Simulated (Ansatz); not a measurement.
MgS (Niningerite) in Ansatz: the effect of functional

The system is MgS (Niningerite).

```
CELL_PARAMETERS angstrom
0.00000 2.60165 2.60165
2.60165 0.00000 2.60165
2.60165 2.60165 0.00000
ATOMIC_POSITIONS crystal
S 0.50000 0.50000 0.50000
Mg 0.00000 0.00000 0.00000
```

Alike in all runs:

```yaml
Program: Ansatz 0.2.0
Task: single point
Potentials_or_basis: all-electron PAW datasets made for the crystal
k_mesh: 6 × 6 × 6
Occupations: fermi-dirac, width 0.05 eV
Spin: no spin polarisation
```

```tsv
functional	cutoff	gap on the mesh (eV)	pressure (GPa)
PBE	200 eV (chosen from the basis error)	2.78	1.2
HSE06	220 eV (chosen from the basis error)	?	?
PBE0	220 eV (chosen from the basis error)	4.52	-0.4
```

Q: What does the run with functional HSE06 give?

A: gap on the mesh 3.80 eV; pressure -0.4 GPa.

A k mesh can miss the band edges.

The runs don't all hold the same shells in valence.
